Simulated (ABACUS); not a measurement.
Cl:

```xyz
4
Lattice="3.1450 -2.2500 0.0000 3.1450 2.2500 0.0000 0.0000 0.0000 8.2100" Properties=species:S:1:pos:R:3 pbc="T T T"
Cl    3.1450    0.5850    3.2840
Cl    3.1450    1.6650    7.3890
Cl    3.1450   -0.5850    4.9260
Cl    3.1450   -1.6650    0.8210
```

Base run:

* Program: ABACUS 3.10.1
* Functional: LDA
* Potentials or basis: SG15 ONCV 1.2 PBE
* Cutoff: 816 eV
* Density cutoff: 3265 eV
* Basis: plane waves
* k mesh: 5 × 5 × 3
* Occupations: fermi-dirac, width 0.05 eV
* Spin: no spin polarisation

Its results: band gap on the k mesh 2.38 eV, indirect (least direct gap 2.43 eV); pressure -1.6 GPa; largest force 0.311 eV/Å.

Question: The run is repeated on the same cell with these changes: functional from LDA to SCAN. What comes out?

Answer: Band gap on the k mesh 2.89 eV, indirect (least direct gap 2.94 eV); pressure -0.2 GPa; largest force 0.215 eV/Å.

SCAN gives the wider gap, since meta-GGAs in the generalised Kohn-Sham scheme recover part of the derivative discontinuity.

Caveats: the potentials were made for another functional, which shifts forces and pressure; an odd mesh through Γ misses points on the zone boundary, where band edges often lie.

Not every run made on this cell is shown here.
